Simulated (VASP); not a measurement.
# SnS2 (Berndtite-2T) (P-3m1) in VASP: further runs

The runs below take SnS2 (Berndtite-2T) through relaxation of cell and atoms, with LDA, PBE+D3(BJ).

Everything below comes from runs of VASP 6.6.1. Logs are shortened: lines on timing, memory, paths and dates and some standing lists are left out, and cuts for length are marked.

### Step 1. The structure

The structure is trigonal, space group P-3m1 (No. 164). The conventional cell has a = 3.639 Å, b = 3.639 Å, c = 5.868 Å, α = 90.00°, β = 90.00°, γ = 120.00°. Sn (site symmetry -3m) has 6 S at 2.56 Å as nearest neighbours. S (site symmetry 3m) is surrounded by 3 Sn at 2.56 Å.

### Step 2. Relaxation of cell and atoms, LDA

The input, INCAR:

```
SYSTEM = SnS2
PREC = Accurate
ENCUT = 600
EDIFF = 1E-6
ISMEAR = 0
SIGMA = 0.03
LREAL = .False.
LASPH = .True.
NELM = 80
ALGO = Normal
ISIF = 3
LWAVE = .False.
LCHARG = .False.
IBRION = 2
NSW = 90
EDIFFG = -0.01
KPAR = 2
```

The input, KPOINTS:

```
regular mesh
0
Gamma
  9 9 5
  0 0 0
```

The input, POSCAR:

```
SnS2
1.0
    3.6390000000      0.0000000000      0.0000000000
   -1.8195000000      3.1514664444      0.0000000000
    0.0000000000      0.0000000000      5.8680000000
Sn S
1 2
Direct
    0.0000000000      0.0000000000      0.0000000000
    0.3333333333      0.6666666667      0.2500000000
    0.6666666667      0.3333333333      0.7500000000
```

Potentials or basis: VASP PAW LDA potentials, release 64 (Sn_d, S).

Command:

```bash
> cat potpaw_LDA.64/Sn_d/POTCAR potpaw_LDA.64/S/POTCAR > POTCAR
> mpirun -np 2 vasp_std > vasp.out
```

OUTCAR:

```text
SYSTEM = SnS2
   PREC = Accurate
   ENCUT = 600
   EDIFF = 1E-6
   ISMEAR = 0
   LREAL = .False.
   LASPH = .True.
   NELM = 80
   ISIF = 3
   IBRION = 2
   NSW = 90
   EDIFFG = -0.01

 ion  position               nearest neighbor table
   1  0.000  0.000  0.000-   2 2.56   3 2.56   3 2.56   2 2.56   3 2.56   2 2.56
   2  0.333  0.667  0.250-   1 2.56   1 2.56   1 2.56
   3  0.667  0.333  0.750-   1 2.56   1 2.56   1 2.56

  LATTYP: Found a hexagonal cell.
 ALAT       =     3.6390000000
 C/A-ratio  =     1.6125309151

  Lattice vectors:

 A1 = (   3.6390000000,   0.0000000000,   0.0000000000)
 A2 = (  -1.8195000000,   3.1514664444,   0.0000000000)
 A3 = (   0.0000000000,   0.0000000000,   5.8680000000)

Analysis of symmetry for initial positions (statically):
=====================================================================
 Subroutine PRICEL returns:
 Original cell was already a primitive cell.

 Routine SETGRP: Setting up the symmetry group for a
 hexagonal supercell.

 Subroutine GETGRP returns: Found 12 space group operations
 (whereof 12 operations were pure point group operations)
 out of a pool of 24 trial point group operations.

The static configuration has the point symmetry D_3d.

Analysis of symmetry for dynamics (positions and initial velocities):
=====================================================================
 Subroutine PRICEL returns:
 Original cell was already a primitive cell.

 Routine SETGRP: Setting up the symmetry group for a
 hexagonal supercell.

 Subroutine GETGRP returns: Found 12 space group operations
 (whereof 12 operations were pure point group operations)
 out of a pool of 24 trial point group operations.

The dynamic configuration has the point symmetry D_3d.

 Subroutine INISYM returns: Found 12 space group operations
 (whereof 12 operations are pure point group operations),
 and found     1 'primitive' translations

----------------------------------------------------------------------------------------

                                     Primitive cell

  volume of cell :      67.2953

  direct lattice vectors                    reciprocal lattice vectors
     3.639000000  0.000000000  0.000000000     0.274800769  0.158656298  0.000000000
    -1.819500000  3.151466444  0.000000000     0.000000000  0.317312596  0.000000000
     0.000000000  0.000000000  5.868000000     0.000000000  0.000000000  0.170415815

  length of vectors
     3.639000000  3.639000000  5.868000000     0.317312596  0.317312596  0.170415815

  position of ions in fractional coordinates (direct lattice)
     0.000000000  0.000000000  0.000000000
     0.333333333  0.666666667  0.250000000
     0.666666667  0.333333333  0.750000000

  ion indices of the primitive-cell ions
   primitive index   ion index
                 1           1
                 2           2
                 3           3

----------------------------------------------------------------------------------------

 KPOINTS: regular mesh

Automatic generation of k-mesh.
 Grid dimensions read from file:
 generate k-points for:    9    9    5

 Generating k-lattice:

  Cartesian coordinates                     Fractional coordinates (reciprocal lattice)
     0.030533419  0.017628478  0.000000000     0.111111111  0.000000000  0.000000000
     0.000000000  0.035256955  0.000000000     0.000000000  0.111111111  0.000000000
     0.000000000  0.000000000  0.034083163     0.000000000  0.000000000  0.200000000

  Length of vectors
     0.035256955  0.035256955  0.034083163

  Shift w.r.t. Gamma in fractional coordinates (k-lattice)
     0.000000000  0.000000000  0.000000000

 Subroutine IBZKPT returns following result:
 ===========================================

 Found     50 irreducible k-points:

 Following reciprocal coordinates:
            Coordinates               Weight
  0.000000  0.000000  0.000000      1.000000
  0.111111  0.000000  0.000000      6.000000
  0.222222  0.000000  0.000000      6.000000
  0.333333  0.000000  0.000000      6.000000
  0.444444  0.000000  0.000000      6.000000
  0.111111  0.111111  0.000000      6.000000
[... 16 lines left out ...]
  0.222222  0.111111  0.200000     12.000000
 -0.111111  0.333333  0.200000     12.000000
 [... further k-points ...]
   k-points           NKPTS =     50   k-points in BZ     NKDIM =     50   number of bands    NBANDS=     17
   number of dos      NEDOS =    301   number of ions     NIONS =      3
   total plane-waves  NPLWV =  43200
   dimension x,y,z NGX =    30 NGY =   30 NGZ =   48
   dimension x,y,z NGXF=    60 NGYF=   60 NGZF=   96
   ions per type =               1   2
   NGX,Y,Z   is equivalent  to a cutoff of  13.71, 13.71, 13.60 a.u.
   NGXF,Y,Z  is equivalent  to a cutoff of  27.41, 27.41, 27.20 a.u.
 SYSTEM =  SnS2
   PREC   = accura    normal or accurate (medium, high low for compatibility)
   ISTART =      0    job   : 0-new  1-cont  2-samecut
   ICHARG =      2    charge: 1-file 2-atom 10-const
   ISPIN  =      1    spin polarized calculation?
   LNONCOLLINEAR =      F non collinear calculations
   LSORBIT =      F    spin-orbit coupling
   LASPH  =      T    aspherical Exc in radial PAW
   ENCUT  =  600.0 eV  44.10 Ry    6.64 a.u.   7.27  7.27 11.72*2*pi/ulx,y,z
   NELM   =     80;   NELMIN=  2; NELMDL= -5     # of ELM steps
   EDIFF  = 0.1E-05   stopping-criterion for ELM
   LREAL  =      F    real-space projection
   EDIFFG = -.1E-01   stopping-criterion for IOM
   NSW    =     90    number of steps for IOM
   IBRION =      2    ionic relax: 0-MD 1-quasi-New 2-CG
   NFREE  =      1    steps in history (QN), initial steepest desc. (CG)
   ISIF   =      3    stress and relaxation
   ISYM   =      2    0-nonsym 1-usesym 2-fastsym
   POTIM  = 0.5000    time-step for ionic-motion
   TEBEG  =    0.0;   TEEND  =   0.0 temperature during run
   PSTRESS=    0.0 pullay stress
   NELECT =      26.0000    total number of electrons
   NUPDOWN=      -1.0000    fix difference up-down
   EMIN   =  10.00;   EMAX   =-10.00  energy-range for DOS
   EFERMI =   0.00;   METHOD = LEGACY
   ISMEAR =     0;   SIGMA  =   0.03  broadening in eV -4-tet -1-fermi 0-gaus
   EFERMI_NEDOS =   21; number of points for ismear=-14 and -15
   IALGO  =     38    algorithm
   IMIX   =      4    mixing-type and parameters
     AMIX     =   0.40;   BMIX     =  1.00
     AMIX_MAG =   1.60;   BMIX_MAG =  1.00
  volume/ion in A,a.u.               =      22.43       151.38
  Fermi-wavevector in a.u.,A,eV,Ry     =   1.192352  2.253218 19.343434  1.421702
  Thomas-Fermi vector in A             =   2.328392
   LORBIT       =      0    0 simple, 1 ext, 2 COOP (PROOUT), +10 PAW based schemes
   GGA     = CA    functional components
   LHFCALC =     F    Hartree Fock is set to
   AEXX    =    0.0000 exact exchange contribution
   IVDW    =     0    specifies the selected vdW correction
   LEPSILON=     F    determine dielectric tensor
   LRPA    =     F    only Hartree local field effects (RPA)
 conjugate gradient relaxation of ions
 non-spin polarized calculation
 Gauss-broadening in eV      SIGMA  =   0.03
  energy-cutoff  :      600.00
  volume of cell :       67.30
 maximum number of plane-waves:      2297
 NGX is ok and might be reduce to    30
   NGX = 15   NGY = 15   NGZ = 23

--------------------------------------- Ionic step        1  -------------------------------------------

 number of electron      25.9999995 magnetization

 Free energy of the ion-electron system (eV)
  ---------------------------------------------------
  ext. energy  EPLUGINS =         0.00000000
  ---------------------------------------------------
  free energy    TOTEN  =       -15.06756171 eV

  energy without entropy =      -15.06756171  energy(sigma->0) =      -15.06756171

------------------------ aborting loop because EDIFF is reached ----------------------------------------

  FORCE on cell =-STRESS in cart. coord.  units (eV):
  Direction    XX          YY          ZZ          XY          YZ          ZX
  --------------------------------------------------------------------------------------
  -------------------------------------------------------------------------------------
  Total       -0.2796503     -0.2796503     -0.2926747      0.0000000      0.0000000     -0.0000000
  in kB       -6.6579573     -6.6579573     -6.9680448      0.0000000      0.0000000     -0.0000000
  external PRESSURE =      -6.7613198 kB  Pullay stress =       0.0000000 kB
[... 92 lines left out ...]
  FREE ENERGIE OF THE ION-ELECTRON SYSTEM (eV)
  ---------------------------------------------------
  free  energy   TOTEN  =       -15.0687986714 eV

  energy  without entropy=      -15.0687986714  energy(sigma->0) =      -15.06879867

[... ionic steps 4 to 10 ...]

--------------------------------------- Ionic step       11  -------------------------------------------

 number of electron      25.9999997 magnetization

------------------------ aborting loop because EDIFF is reached ----------------------------------------

  FORCE on cell =-STRESS in cart. coord.  units (eV):
  Direction    XX          YY          ZZ          XY          YZ          ZX
  --------------------------------------------------------------------------------------
  -------------------------------------------------------------------------------------
  Total       -0.1084471     -0.1084471     -0.1946265      0.0000000      0.0000000     -0.0000000
  in kB       -2.6553906     -2.6553906     -4.7655435      0.0000000      0.0000000     -0.0000000
  external PRESSURE =      -3.3587749 kB  Pullay stress =       0.0000000 kB
[... 59 lines left out ...]
  energy  without entropy=      -15.0727006781  energy(sigma->0) =      -15.07270068

--------------------------------------- Ionic step       13  -------------------------------------------

 number of electron      25.9999996 magnetization

 Free energy of the ion-electron system (eV)
  ---------------------------------------------------
  ext. energy  EPLUGINS =         0.00000000
  ---------------------------------------------------
  free energy    TOTEN  =       -15.07278366 eV

  energy without entropy =      -15.07278366  energy(sigma->0) =      -15.07278366

 E-fermi :   5.3371     XC(G=0): -10.2104

 val. band max:        5.2006482506   @ k =   0.0000   0.0000   0.0000
 cond. band min:       6.3324015444   @ k =   0.0000   0.4444   0.4000
 fundamental gap:      1.1317532938
 Fermi energy:         5.3370588631

 k-point     1 :       0.0000    0.0000    0.0000
  band No.  band energies     occupation
      1     -15.8626      2.00000
      2     -15.8626      2.00000
      3     -15.8120      2.00000
      4     -15.7830      2.00000
      5     -15.7830      2.00000
      6      -8.9260      2.00000
[... 9 lines left out ...]
     16      10.3803      0.00000
     17      10.3803      0.00000
[... 443 lines left out ...]
      1     -15.9075      2.00000
      2     -15.8389      2.00000
      3     -15.8068      2.00000
      4     -15.7832      2.00000
      5     -15.7617      2.00000
      6      -7.9002      2.00000
[... 9 lines left out ...]
     16      10.8550      0.00000
     17      12.0400      0.00000

 [... further k-points ...]

------------------------ aborting loop because EDIFF is reached ----------------------------------------

  FORCE on cell =-STRESS in cart. coord.  units (eV):
  Direction    XX          YY          ZZ          XY          YZ          ZX
  --------------------------------------------------------------------------------------
  -------------------------------------------------------------------------------------
  Total        0.0063896      0.0063896     -0.0040077      0.0000000      0.0000000      0.0000000
  in kB        0.1571586      0.1571586     -0.0985730      0.0000000      0.0000000      0.0000000
  external PRESSURE =       0.0719148 kB  Pullay stress =       0.0000000 kB
[... 18 lines left out ...]
  FREE ENERGIE OF THE ION-ELECTRON SYSTEM (eV)
  ---------------------------------------------------
  free  energy   TOTEN  =       -15.0727836602 eV

  energy  without entropy=      -15.0727836602  energy(sigma->0) =      -15.07278366

 reached required accuracy - stopping structural energy minimisation
```

Run time: 98 s. Hardware: 2 MPI ranks of Intel Xeon 6975P-C (Granite Rapids), shared host; peak memory 0.21 GiB.

Results:

* Free energy: -15.0728 eV
* Relaxed volume: 21.71 Å³/atom
* Relaxed cell: a = 3.632 Å, b = 3.632 Å, c = 5.703 Å, α = 90.00°, β = 90.00°, γ = 120.00°
* Space group after relaxing (to 0.05 Å): P-3m1 (No. 164)
* Energy gained by relaxing: 1.7 meV/atom
* Ionic steps: 13
* Pressure after relaxing: 0.0 GPa
* Largest force after relaxing: 0.004 eV/Å
* Band gap on the k mesh: 1.13 eV, indirect (least direct gap 1.63 eV)

Forces in eV/Å, atoms in the order of the input:
```
Sn   0.000  0.000  0.000
S    0.000  0.000 -0.004
S    0.000  0.000  0.004
```

Step by step:
| step | energy change (eV) | largest force (eV/Å) | pressure (GPa) | volume (Å³) |
| --- | --- | --- | --- | --- |
| 1 | 0.0000 | 0.0005 | -0.68 | 67.30 |
| 2 | -0.0007 | 0.1368 | 0.46 | 66.38 |
| 3 | -0.0012 | 0.0838 | 0.00 | 66.73 |
| 4 | -0.0018 | 0.0673 | 0.02 | 66.58 |
| 5 | -0.0029 | 0.0179 | 0.04 | 66.14 |
| 6 | -0.0019 | 0.0823 | 0.14 | 65.25 |
| 7 | -0.0030 | 0.0089 | 0.10 | 65.89 |
| 8 | -0.0035 | 0.0143 | 0.05 | 65.83 |
| 9 | -0.0045 | 0.0300 | -0.13 | 65.65 |
| 10 | -0.0048 | 0.0608 | -0.41 | 65.29 |
| 11 | -0.0049 | 0.0485 | -0.34 | 65.43 |
| 12 | -0.0051 | 0.0206 | 0.17 | 64.97 |
| 13 | -0.0052 | 0.0045 | 0.01 | 65.14 |

Final structure:
```cif
data_structure
_symmetry_space_group_name_H-M 'P 1'
_symmetry_Int_Tables_number 1
_cell_length_a 3.6317
_cell_length_b 3.6317
_cell_length_c 5.7029
_cell_angle_alpha 90.000
_cell_angle_beta 90.000
_cell_angle_gamma 120.000
_cell_volume 65.14
loop_
_atom_site_label
_atom_site_type_symbol
_atom_site_fract_x
_atom_site_fract_y
_atom_site_fract_z
_atom_site_occupancy
Sn1 Sn 0.00000 0.00000 0.00000 1
S1 S 0.33333 0.66667 0.25731 1
S2 S 0.66667 0.33333 0.74269 1
```

Caveat: spin-orbit coupling is left out, which moves the levels of the heavy elements; an odd mesh through Γ misses points on the zone boundary, where band edges often lie. Zero-point motion and thermal expansion aren't in these numbers.

[end of part 1 of 2]
